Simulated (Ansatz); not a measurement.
# Ge under changes of volume

One of the cells (22.639 Å³/atom); the others are scaled copies at fixed shape and fractional positions:

```
Ge
1.0
     0.00000    2.82891    2.82891
     2.82891    0.00000    2.82891
     2.82891    2.82891    0.00000
Ge
2
Cartesian
  4.2434 4.2434 4.2434
  2.8289 2.8289 2.8289
```

```yaml
Program: Ansatz 0.2.0
Functional: LC-wPBE
Potentials_or_basis: Ansatz PAW
Cutoff: "420 eV (not typed: the program's choice for these potentials)"
k_mesh: 4 × 4 × 4
Occupations: fermi-dirac, width 0.05 eV
Spin: no spin polarisation
```

```tsv
volume (Å³/atom)	energy over the lowest point (meV/atom)	pressure (GPa)	gap on the mesh (eV)
21.281	1.61	1.7	5.45
21.733	0.00	-0.5	5.36
22.186	4.03	-2.4	5.26
22.639	13.10	-4.1	5.16
23.092	26.76	-5.6	5.07
23.545	44.44	-6.9	4.97
23.997	?	?	?
```

**Question.** What does the run at 23.997 Å³/atom give?

**Answer.** Energy over the lowest point 65.75 meV/atom; pressure -8.1 GPa; gap on the mesh 4.74 eV.

Worked out: A Birch-Murnaghan fit of order 3 (a polynomial in V^(-2/3)) to the other rows has its minimum at 21.63 Å³/atom with B0 = V·E''(V) = 98 GPa and B' = 4.3. It gives 65.74 meV/atom at 23.997 Å³/atom, against the run's 65.75, and -dE/dV = -8.1 GPa, against -8.1. A straight line through the other rows of the gap, of slope -4.76 eV per unit of ln V, extrapolates to 4.88 eV, against the run's 4.74.

Energies are extrapolated to zero smearing.

Caveats: all runs use coarse meshes; the PAW data sets come from PBE, with cores solved anew for the run's functional, which leaves a small shift of forces and pressure; the thresholds are loose for stress.

A mesh can miss the band edges. Spin-orbit coupling on Ge is left out.
